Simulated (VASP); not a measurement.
# AlP (F-43m) in VASP: notebook

The runs below take AlP through single point, relaxation of cell and atoms, with PBEsol.

Everything below comes from runs of VASP 6.6.1. Logs are shortened: lines on timing, memory, paths and dates and some standing lists are left out, and cuts for length are marked.

**The experiment to reproduce.**

From a printed reference work, data compilation, for a bulk crystal of AlP at 4.2 K: band gap 2.505 eV (indirect).

How close the calculation comes is told below.

## 1. The crystal as given

The structure is cubic, space group F-43m (No. 216). The conventional cell has a = 5.470 Å, b = 5.470 Å, c = 5.470 Å, α = 90.00°, β = 90.00°, γ = 90.00°. Around Al (site symmetry -43m) lie 4 P at 2.37 Å. Around P (site symmetry -43m) lie 4 Al at 2.37 Å.

## 2. Single point, PBEsol

INCAR reads:

```
PREC     = Accurate       # precision mode
ENCUT    = 520            # plane-wave cutoff, eV
EDIFF    = 1E-6           # SCF threshold, eV
ISMEAR   = 0              # smearing method
SIGMA    = 0.02           # smearing width, eV
LREAL    = False          # projectors in reciprocal space
LASPH    = True           # aspherical terms in the spheres
NELM     = 100            # most SCF steps
ALGO     = Normal         # electronic algorithm
ISIF     = 2              # what is computed and relaxed
LWAVE    = False          # write WAVECAR
LCHARG   = False          # write CHGCAR
GGA      = PS             # functional
NBANDS   = 11             # bands
```

KPOINTS reads:

```
regular mesh
0
Gamma
  8 8 8
```

POSCAR reads:

```
AlP
1.0
    0.0000000000     -2.7351727273     -2.7351727273
    2.7351727273      0.0000000000     -2.7351727273
    2.7351727273     -2.7351727273      0.0000000000
Al P
1 1
Direct
    0.0000000000      0.0000000000      0.0000000000
    0.7500000000      0.7500000000      0.7500000000
```

Potentials or basis: VASP PAW PBE potentials, release 64 (Al, P).

Command:

```console
> cat potpaw_PBE.64/Al/POTCAR potpaw_PBE.64/P/POTCAR > POTCAR
> mpirun -np 1 vasp_std > vasp.out
```

OUTCAR:

```text
PREC = Accurate
   ENCUT = 520
   EDIFF = 1E-6
   ISMEAR = 0
   LREAL = False
   LASPH = True
   NELM = 100
   ISIF = 2
   GGA = PS

 ion  position               nearest neighbor table
   1  0.000  0.000  0.000-   2 2.37   2 2.37   2 2.37   2 2.37
   2  0.750  0.750  0.750-   1 2.37   1 2.37   1 2.37   1 2.37

  LATTYP: Found a face centered cubic cell.
 ALAT       =     5.4703454546

  Lattice vectors:

 A1 = (   0.0000000000,  -2.7351727273,  -2.7351727273)
 A2 = (   2.7351727273,   0.0000000000,  -2.7351727273)
 A3 = (   2.7351727273,  -2.7351727273,   0.0000000000)

Analysis of symmetry for initial positions (statically):
=====================================================================
 Subroutine PRICEL returns:
 Original cell was already a primitive cell.

 Routine SETGRP: Setting up the symmetry group for a
 face centered cubic supercell.

 Subroutine GETGRP returns: Found 24 space group operations
 (whereof 24 operations were pure point group operations)
 out of a pool of 48 trial point group operations.

The static configuration has the point symmetry T_d .

Analysis of symmetry for dynamics (positions and initial velocities):
=====================================================================
 Subroutine PRICEL returns:
 Original cell was already a primitive cell.

 Routine SETGRP: Setting up the symmetry group for a
 face centered cubic supercell.

 Subroutine GETGRP returns: Found 24 space group operations
 (whereof 24 operations were pure point group operations)
 out of a pool of 48 trial point group operations.

The dynamic configuration has the point symmetry T_d .

 Subroutine INISYM returns: Found 24 space group operations
 (whereof 24 operations are pure point group operations),
 and found     1 'primitive' translations

----------------------------------------------------------------------------------------

                                     Primitive cell

  volume of cell :      40.9246

  direct lattice vectors                    reciprocal lattice vectors
     0.000000000 -2.735172727 -2.735172727    -0.182803812 -0.182803812 -0.182803812
     2.735172727  0.000000000 -2.735172727     0.182803812  0.182803812 -0.182803812
     2.735172727 -2.735172727  0.000000000     0.182803812 -0.182803812  0.182803812

  length of vectors
     3.868118366  3.868118366  3.868118366     0.316625490  0.316625490  0.316625490

  position of ions in fractional coordinates (direct lattice)
     0.000000000  0.000000000  0.000000000
     0.750000000  0.750000000  0.750000000

  ion indices of the primitive-cell ions
   primitive index   ion index
                 1           1
                 2           2

----------------------------------------------------------------------------------------

 KPOINTS: regular mesh

Automatic generation of k-mesh.
 Grid dimensions read from file:
 generate k-points for:    8    8    8

 Generating k-lattice:

  Cartesian coordinates                     Fractional coordinates (reciprocal lattice)
    -0.022850476 -0.022850476 -0.022850476     0.125000000  0.000000000  0.000000000
     0.022850476  0.022850476 -0.022850476     0.000000000  0.125000000  0.000000000
     0.022850476 -0.022850476  0.022850476     0.000000000  0.000000000  0.125000000

  Length of vectors
     0.039578186  0.039578186  0.039578186

  Shift w.r.t. Gamma in fractional coordinates (k-lattice)
     0.000000000  0.000000000  0.000000000

 Subroutine IBZKPT returns following result:
 ===========================================

 Found     29 irreducible k-points:

 Following reciprocal coordinates:
            Coordinates               Weight
  0.000000  0.000000  0.000000      1.000000
  0.125000  0.000000  0.000000      8.000000
  0.250000  0.000000  0.000000      8.000000
  0.375000  0.000000  0.000000      8.000000
  0.500000  0.000000  0.000000      4.000000
  0.125000  0.125000  0.000000      6.000000
[... 16 lines left out ...]
  0.500000  0.250000  0.125000     48.000000
 -0.375000  0.250000  0.125000     24.000000
 [... further k-points ...]
   k-points           NKPTS =     29   k-points in BZ     NKDIM =     29   number of bands    NBANDS=     11
   number of dos      NEDOS =    301   number of ions     NIONS =      2
   total plane-waves  NPLWV =  27000
   dimension x,y,z NGX =    30 NGY =   30 NGZ =   30
   dimension x,y,z NGXF=    60 NGYF=   60 NGZF=   60
   ions per type =               1   1
   NGX,Y,Z   is equivalent  to a cutoff of  12.89, 12.89, 12.89 a.u.
   NGXF,Y,Z  is equivalent  to a cutoff of  25.79, 25.79, 25.79 a.u.
 SYSTEM =  unknown system
   PREC   = accura    normal or accurate (medium, high low for compatibility)
   ISTART =      0    job   : 0-new  1-cont  2-samecut
   ICHARG =      2    charge: 1-file 2-atom 10-const
   ISPIN  =      1    spin polarized calculation?
   LNONCOLLINEAR =      F non collinear calculations
   LSORBIT =      F    spin-orbit coupling
   LASPH  =      T    aspherical Exc in radial PAW
   ENCUT  =  520.0 eV  38.22 Ry    6.18 a.u.   7.19  7.19  7.19*2*pi/ulx,y,z
   NELM   =    100;   NELMIN=  2; NELMDL= -5     # of ELM steps
   EDIFF  = 0.1E-05   stopping-criterion for ELM
   LREAL  =      F    real-space projection
   EDIFFG = 0.1E-04   stopping-criterion for IOM
   NSW    =      0    number of steps for IOM
   IBRION =     -1    ionic relax: 0-MD 1-quasi-New 2-CG
   NFREE  =      0    steps in history (QN), initial steepest desc. (CG)
   ISIF   =      2    stress and relaxation
   ISYM   =      2    0-nonsym 1-usesym 2-fastsym
   POTIM  = 0.5000    time-step for ionic-motion
   TEBEG  =    0.0;   TEEND  =   0.0 temperature during run
   PSTRESS=    0.0 pullay stress
   NELECT =       8.0000    total number of electrons
   NUPDOWN=      -1.0000    fix difference up-down
   EMIN   =  10.00;   EMAX   =-10.00  energy-range for DOS
   EFERMI =   0.00;   METHOD = LEGACY
   ISMEAR =     0;   SIGMA  =   0.02  broadening in eV -4-tet -1-fermi 0-gaus
   EFERMI_NEDOS =   21; number of points for ismear=-14 and -15
   IALGO  =     38    algorithm
   IMIX   =      4    mixing-type and parameters
     AMIX     =   0.40;   BMIX     =  1.00
     AMIX_MAG =   1.60;   BMIX_MAG =  1.00
  volume/ion in A,a.u.               =      20.46       138.09
  Fermi-wavevector in a.u.,A,eV,Ry     =   0.950116  1.795459 12.282263  0.902721
  Thomas-Fermi vector in A             =   2.078463
   LORBIT       =      0    0 simple, 1 ext, 2 COOP (PROOUT), +10 PAW based schemes
   GGA     = PS    functional components
   LHFCALC =     F    Hartree Fock is set to
   AEXX    =    0.0000 exact exchange contribution
   IVDW    =     0    specifies the selected vdW correction
   LEPSILON=     F    determine dielectric tensor
   LRPA    =     F    only Hartree local field effects (RPA)
 non-spin polarized calculation
 Gauss-broadening in eV      SIGMA  =   0.02
  energy-cutoff  :      520.00
  volume of cell :       40.92
 maximum number of plane-waves:      1124
 NGX is ok and might be reduce to    30
   NGX = 15   NGY = 15   NGZ = 15

 number of electron       7.9999999 magnetization

 Free energy of the ion-electron system (eV)
  ---------------------------------------------------
  ext. energy  EPLUGINS =         0.00000000
  ---------------------------------------------------
  free energy    TOTEN  =       -10.99524322 eV

  energy without entropy =      -10.99524322  energy(sigma->0) =      -10.99524322

 E-fermi :   4.5810     XC(G=0):  -9.3432

 val. band max:        4.4833981187   @ k =   0.0000   0.0000   0.0000
 cond. band min:       5.9328531231   @ k =   0.5000   0.5000   0.0000
 fundamental gap:      1.4494550045
 Fermi energy:         4.5810232330

 k-point     1 :       0.0000    0.0000    0.0000
  band No.  band energies     occupation
      1      -7.0116      2.00000
      2       4.4834      2.00000
      3       4.4834      2.00000
      4       4.4834      2.00000
      5       7.6390      0.00000
      6       8.9877      0.00000
      7       8.9877      0.00000
      8       8.9877      0.00000
      9      13.2792      0.00000
     10      13.2792      0.00000
     11      14.5393      0.00000

 k-point     2 :       0.1250    0.0000    0.0000
  band No.  band energies     occupation
      1      -6.8391      2.00000
      2       3.2435      2.00000
      3       4.3344      2.00000
      4       4.3344      2.00000
      5       8.0815      0.00000
      6       9.2712      0.00000
      7       9.2712      0.00000
      8       9.4861      0.00000
      9      12.7693      0.00000
     10      12.7693      0.00000
     11      15.1814      0.00000

 k-point     3 :       0.2500    0.0000    0.0000
  band No.  band energies     occupation
      1      -6.3533      2.00000
      2       1.2869      2.00000
      3       4.0395      2.00000
      4       4.0395      2.00000
      5       7.7085      0.00000
      6       9.5716      0.00000
      7       9.5716      0.00000
      8      11.2901      0.00000
      9      12.7387      0.00000
     10      12.7387      0.00000
     11      14.6383      0.00000

 k-point     4 :       0.3750    0.0000    0.0000
  band No.  band energies     occupation
      1      -5.6992      2.00000
      2      -0.3580      2.00000
      3       3.8043      2.00000
      4       3.8043      2.00000
      5       7.3312      0.00000
      6       9.3751      0.00000
      7       9.3751      0.00000
      8      12.4675      0.00000
      9      14.1340      0.00000
     10      14.1340      0.00000
     11      14.9359      0.00000

 k-point     5 :       0.5000    0.0000    0.0000
  band No.  band energies     occupation
      1      -5.3272      2.00000
      2      -1.0724      2.00000
      3       3.7190      2.00000
      4       3.7190      2.00000
      5       7.1954      0.00000
      6       9.2301      0.00000
      7       9.2301      0.00000
      8      12.5479      0.00000
      9      15.9792      0.00000
     10      15.9792      0.00000
     11      16.1260      0.00000
[... 211 lines left out ...]
 k-point    21 :       0.5000    0.5000    0.0000
  band No.  band energies     occupation
      1      -4.6641      2.00000
      2      -0.8376      2.00000
      3       2.3708      2.00000
      4       2.3708      2.00000
      5       5.9329      0.00000
      6       6.8528      0.00000
      7      15.4280      0.00000
      8      15.4280      0.00000
      9      16.3698      0.00000
     10      16.5390      0.00000
     11      16.5390      0.00000

 k-point    22 :       0.3750    0.2500    0.1250
  band No.  band energies     occupation
      1      -5.9420      2.00000
      2       0.9678      2.00000
      3       2.5705      2.00000
      4       3.5638      2.00000
      5       8.2516      0.00000
      6       9.2209      0.00000
      7       9.8391      0.00000
      8      11.2285      0.00000
      9      12.7430      0.00000
     10      15.1929      0.00000
     11      17.2579      0.00000

 k-point    23 :       0.5000    0.2500    0.1250
  band No.  band energies     occupation
      1      -5.3427      2.00000
      2      -0.1451      2.00000
      3       2.0010      2.00000
      4       3.1768      2.00000
      5       8.3450      0.00000
      6       9.1876      0.00000
      7      10.4354      0.00000
      8      11.5154      0.00000
      9      13.8725      0.00000
     10      15.7091      0.00000
     11      17.1851      0.00000

 k-point    24 :      -0.3750    0.2500    0.1250
  band No.  band energies     occupation
      1      -5.0138      2.00000
      2      -0.7072      2.00000
      3       1.8663      2.00000
      4       2.9878      2.00000
      5       8.3422      0.00000
      6       8.9185      0.00000
      7      11.3031      0.00000
      8      12.0946      0.00000
      9      13.3854      0.00000
     10      15.8216      0.00000
     11      17.1348      0.00000

 [... further k-points ...]

------------------------ aborting loop because EDIFF is reached ----------------------------------------

  FORCE on cell =-STRESS in cart. coord.  units (eV):
  Direction    XX          YY          ZZ          XY          YZ          ZX
  --------------------------------------------------------------------------------------
  -------------------------------------------------------------------------------------
  Total        0.0109795      0.0109795      0.0109795      0.0000000      0.0000000      0.0000000
  in kB        0.4298402      0.4298402      0.4298402      0.0000000      0.0000000      0.0000000
  external PRESSURE =       0.4298402 kB  Pullay stress =       0.0000000 kB

 VOLUME and BASIS-vectors are now :
 -----------------------------------------------------------------------------
  energy-cutoff  :      520.00
  volume of cell :       40.92
      direct lattice vectors                 reciprocal lattice vectors
     0.000000000 -2.735172727 -2.735172727    -0.182803812 -0.182803812 -0.182803812
     2.735172727  0.000000000 -2.735172727     0.182803812  0.182803812 -0.182803812
     2.735172727 -2.735172727  0.000000000     0.182803812 -0.182803812  0.182803812

 POSITION                                       TOTAL-FORCE (eV/Angst)
 -----------------------------------------------------------------------------------
      0.00000      0.00000      0.00000         0.000000     -0.000000     -0.000000
      4.10276     -4.10276     -4.10276        -0.000000      0.000000      0.000000
 -----------------------------------------------------------------------------------
    total drift:                                0.000000     -0.000000     -0.000000

  FREE ENERGIE OF THE ION-ELECTRON SYSTEM (eV)
  ---------------------------------------------------
  free  energy   TOTEN  =       -10.9952432201 eV

  energy  without entropy=      -10.9952432201  energy(sigma->0) =      -10.99524322
```

Run time: 6.8 s. Hardware: 1 thread of Intel Xeon 6975P-C (Granite Rapids), shared host; peak memory 0.16 GiB.

Results:

```
Free energy            : -10.9952 eV
Pressure               : 0.0 GPa
Band gap on the k mesh : 1.45 eV, indirect (least direct gap 3.16 eV)
```

Caveat: the PAW data sets were made with another functional, which shifts forces and pressure a little.

## 3. Relaxation of cell and atoms, PBEsol

This run uses another cell than the first one, of 20.25 Å³/atom, 0.989 times its volume.

INCAR reads:

```
PREC     = Accurate       # precision mode
ENCUT    = 600            # plane-wave cutoff, eV
EDIFF    = 1E-6           # SCF threshold, eV
ISMEAR   = 0              # smearing method
SIGMA    = 0.02           # smearing width, eV
LREAL    = F              # projectors in reciprocal space
LASPH    = T              # aspherical terms in the spheres
NELM     = 100            # most SCF steps
ALGO     = Fast           # electronic algorithm
ISIF     = 3              # what is computed and relaxed
LWAVE    = F              # write WAVECAR
LCHARG   = F              # write CHGCAR
GGA      = PS             # functional
IBRION   = 2              # ionic algorithm
NSW      = 100            # ionic steps
EDIFFG   = -0.005         # ionic threshold
```

KPOINTS reads:

```
Automatic mesh
0
Gamma
  8 8 8
```

POSCAR reads:

```
AlP
1.0
    0.0000000000     -2.7255000000     -2.7255000000
    2.7255000000      0.0000000000     -2.7255000000
    2.7255000000     -2.7255000000      0.0000000000
Al P
1 1
Direct
    0.0000000000      0.0000000000      0.0000000000
    0.7500000000      0.7500000000      0.7500000000
```

Potentials or basis: VASP PAW PBE potentials, release 64 (Al, P).

Command:

```console
> cat potpaw_PBE.64/Al/POTCAR potpaw_PBE.64/P/POTCAR > POTCAR
> mpirun -np 1 vasp_std > vasp.out
```

Wall time 10 s (1 thread of Intel Xeon 6975P-C (Granite Rapids), shared host); peak memory 0.17 GiB.

The run converged. Its results:

```
Free energy                            : -10.9955 eV
Relaxed volume                         : 20.47 Å³/atom
Relaxed cell                           : a = 3.869 Å, b = 3.869 Å, c = 3.869 Å, α = 60.00°, β = 60.00°, γ = 60.00°
Space group after relaxing (to 0.05 Å) : F-43m (No. 216)
Energy gained by relaxing              : 0.7 meV/atom
Ionic steps                            : 3
Pressure after relaxing                : 0.0 GPa
Band gap on the k mesh                 : 1.45 eV, indirect (least direct gap 3.15 eV)
```

Step by step:
| step | energy change (eV) | largest force (eV/Å) | pressure (GPa) | volume (Å³) |
| --- | --- | --- | --- | --- |
| 1 | 0.0000 | 0.0000 | 1.00 | 40.49 |
| 2 | -0.0008 | 0.0000 | -0.62 | 41.24 |
| 3 | -0.0014 | 0.0000 | 0.00 | 40.95 |

Final structure:
```xyz
2
Lattice="0.0000 -2.7357 -2.7357 2.7357 0.0000 -2.7357 2.7357 -2.7357 0.0000" Properties=species:S:1:pos:R:3 pbc="T T T"
Al    0.0000    0.0000    0.0000
P     4.1035   -4.1035   -4.1035
```

Levels at points of the mesh, in eV from the valence-band top:
| k point | band 1 | band 2 | band 3 | band 4 | band 5 | band 6 | band 7 | band 8 |
| --- | --- | --- | --- | --- | --- | --- | --- | --- |
| (0.00, 0.00, 0.00) | -11.49 | 0.00 | 0.00 | 0.00 | 3.15 | 4.50 | 4.50 | 4.50 |
| (0.50, 0.00, 0.00) | -9.81 | -5.55 | -0.76 | -0.76 | 2.71 | 4.75 | 4.75 | 8.06 |
| (0.50, 0.50, 0.00) | -9.15 | -5.32 | -2.11 | -2.11 | 1.45 | 2.37 | 10.94 | 10.94 |

Caveat: the PAW data sets were made with another functional, which shifts forces and pressure a little. As with any semilocal functional, this PBEsol gap is likely too small.

## 4. Single point, PBEsol

This run uses another cell than the first one, of 20.25 Å³/atom, 0.989 times its volume.

INCAR reads:

```
SYSTEM = AlP
PREC = Accurate
ENCUT = 520
EDIFF = 1E-7
ISMEAR = 0
SIGMA = 0.1
LREAL = .FALSE.
LASPH = .TRUE.
NELM = 60
ALGO = Fast
ISIF = 2
LWAVE = .FALSE.
LCHARG = .FALSE.
GGA = PS
NBANDS = 11
```

KPOINTS reads:

```
regular mesh
0
G
  6 6 6
  0 0 0
```

POSCAR is that of step 3.

Command:

```console
> cat potpaw_PBE.64/Al/POTCAR potpaw_PBE.64/P/POTCAR > POTCAR
> mpirun -np 1 vasp_std > vasp.out
```

It took 5.5 s on 1 thread of Intel Xeon 6975P-C (Granite Rapids), shared host; peak memory 0.15 GiB.

The run converged. Its results:

| Property | Result |
| --- | --- |
| Free energy | -10.9854 eV |
| Pressure | 1.0 GPa |
| Band gap on the k mesh | 1.42 eV, indirect (least direct gap 3.24 eV) |

Levels at points of the mesh, in eV from the valence-band top:
```
           k point  band 1  band 2  band 3  band 4  band 5  band 6  band 7  band 8  band 9
(0.00, 0.00, 0.00)  -11.56    0.00    0.00    0.00    3.24    4.52    4.52    4.52    8.81
(0.50, 0.00, 0.00)   -9.85   -5.61   -0.77   -0.77    2.75    4.75    4.75    8.09   11.53
(0.50, 0.50, 0.00)   -9.17   -5.36   -2.14   -2.14    1.42    2.36   11.03   11.03   12.01
```

Caveat: the PAW data sets were made with another functional, which shifts forces and pressure a little.

(Continued in part 2 of 2.)
